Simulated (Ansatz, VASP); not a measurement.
One calculation of SnSe, two programs

```xyz
2
Lattice="0.0000 2.9888 2.9888 2.9888 0.0000 2.9888 2.9888 2.9888 0.0000" Properties=species:S:1:pos:R:3 pbc="T T T"
Sn    0.0000    0.0000    0.0000
Se    2.9888    2.9888    2.9888
```

Measurements of this composition are mostly on another form, of space group No. 62.

Alike in both runs: functional PBE; dispersion D3(BJ); k mesh 10 × 10 × 10; occupations gaussian, width 0.02 eV; no spin polarisation.

Ansatz relaxed the structure, and its values are those at the end. VASP's run is a single point on that final structure, the one shown.

```csv
,VASP,Ansatz
version,VASP 6.6.1,Ansatz 0.2.0
potentials or method,"VASP PAW PBE potentials, release 64 (Sn_d, Se)","scalar-relativistic, plane waves, PAW"
plane-wave cutoff (eV),520,420
valence electrons in the cell,20,30
```

```tsv
	VASP	Ansatz	Ansatz less VASP
gap on the k mesh at the Fermi level (eV)	0.52	0.52	0.000
least direct gap on the mesh (eV)	0.64	0.64	0.000
pressure (GPa)	0.0	0.0	-0.02
```

The functional is the same, so the differences come from potentials, cutoffs and numerics. The two sets of potentials don't hold the same shells in valence. Ansatz warned: «relaxed_geometry_near_dispersion_switch».

Caveats: spin-orbit coupling is left out, which moves the levels of the heavy elements. A k mesh can miss the band edges.
